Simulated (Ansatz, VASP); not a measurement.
This is a calculation of Os (Osmium) for VASP 6.6.1. 

File INCAR:

```
ALGO = Normal
EDIFF = 1E-6
EDIFFG = -0.01
ENCUT = 600
GGA = PS
IBRION = 2
ISIF = 3
ISMEAR = -1
IVDW = 13
LASPH = True
LCHARG = False
LREAL = False
LWAVE = False
NELM = 60
NSW = 40
PREC = Accurate
SIGMA = 0.05
```

File KPOINTS:

```
k-points
0
Gamma
  11 11 6
```

The input POSCAR:

```
Os
1.0
    2.7341000000      0.0000000000      0.0000000000
   -1.3670500000      2.3678000565      0.0000000000
    0.0000000000      0.0000000000      4.3197000000
Os
2
Direct
    0.6666666667      0.3333333333      0.7500000000
    0.3333333333      0.6666666667      0.2500000000
```

Potentials or basis: VASP PAW PBE potentials, release 64 (Os).

Launch:

```console
$ cat potpaw_PBE.64/Os/POTCAR > POTCAR
$ mpirun -np 1 vasp_std > vasp.out
```

Q: What does the same run look like in Ansatz 0.2.0? Potentials or basis there: all-electron LAPW, scalar-relativistic.

A: As run (cutoffs and basis follow the program's own potentials, and thresholds, step limits or extra output files can differ):

Contents of input.yaml:

```yaml
crystal:
  lattice:
    - [2.7341, 0.0, 0.0]
    - [-1.36705, 2.3678000565, 0.0]
    - [0.0, 0.0, 4.3197]
  atoms:
    - { symbol: Os, position: [0.6666666667, 0.3333333333, 0.75] }
    - { symbol: Os, position: [0.3333333333, 0.6666666667, 0.25] }
kpoints:
  mp_grid: { grid: [11, 11, 6] }
scf:
  occupations: { method: fermi_dirac, width: 0.05 }
hamiltonian:
  xc: pbesol
  dispersion: d4
  pseudopotentials: { kind: all_electron, lapw: { basis_error: 0.001 } }
output:
  forces: true
  stress: true
relax:
  f_tol: 0.01
  max_steps: 60
  cell: {}
```

Potentials or basis: all-electron LAPW, scalar-relativistic.

The run is started by

```bash
$ ansatz run input.yaml --threads 1 --pin off --max-ram 3072MiB --backend cpu --events-out ev --progress --plain --runs-dir out
```

Both were run:

|  | VASP | Ansatz |
| --- | --- | --- |
| Relaxed volume | 13.78 Å³/atom | 13.76 Å³/atom |
| Relaxed cell | a = 2.721 Å, b = 2.721 Å, c = 4.301 Å, α = 90.00°, β = 90.00°, γ = 120.00° | a = 2.719 Å, b = 2.719 Å, c = 4.299 Å, α = 90.00°, β = 90.00°, γ = 120.00° |
| Space group after relaxing | P6_3/mmc (No. 194) | P6_3/mmc (No. 194) |
| Pressure after relaxing | -0.1 GPa | 0.0 GPa |

VASP's potentials were made for PBE.

Where Ansatz's input types no cutoff or centring, it takes its own default and a Γ-centred mesh.

Pressure is positive in compression.
